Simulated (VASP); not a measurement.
The system is KBr.

```
K Br
1.0
     0.00000    3.34343    3.34343
     3.34343    0.00000    3.34343
     3.34343    3.34343    0.00000
K Br
1 1
Direct
  0.00000 0.00000 0.00000
  0.50000 0.50000 0.50000
```

The cell isn't the ideal one: cell and atoms relaxed from 1.04 times the given volume.

- Program: VASP 6.6.1
- Task: relaxation of cell and atoms
- Functional: PBEsol
- Potentials or basis: VASP PAW PBE potentials, release 64 (K_sv, Br)
- Cutoff: 600 eV
- k mesh: 7 × 7 × 7
- Occupations: fermi-dirac, width 0.02 eV
- Spin: no spin polarisation

At the start: pressure -0.8 GPa; volume 37.37 Å³/atom.

Q: How do energy, volume and symmetry change on relaxing?

A: Over 4 steps the energy falls by 5.4 meV/atom and the volume is 35.26 Å³/atom (-5.7 %); space group Fm-3m (No. 225, to 0.05 Å).

The path:
```
step  energy change (eV)  largest force (eV/Å)  pressure (GPa)  volume (Å³)
   1              0.0000                0.0000           -0.77        74.75
   2             -0.0074                0.0000           -0.45        72.83
   3             -0.0107                0.0000           -0.07        70.88
   4             -0.0108                0.0000            0.00        70.52
```

Final structure:
```xyz
2
Lattice="0.0000 3.2792 3.2792 3.2792 0.0000 3.2792 3.2792 3.2792 0.0000" Properties=species:S:1:pos:R:3 pbc="T T T"
K     6.5584    3.2792    3.2792
Br    3.2792    3.2792    3.2792
```

Caveat: the PAW data sets were made with another functional, which shifts forces and pressure a little.
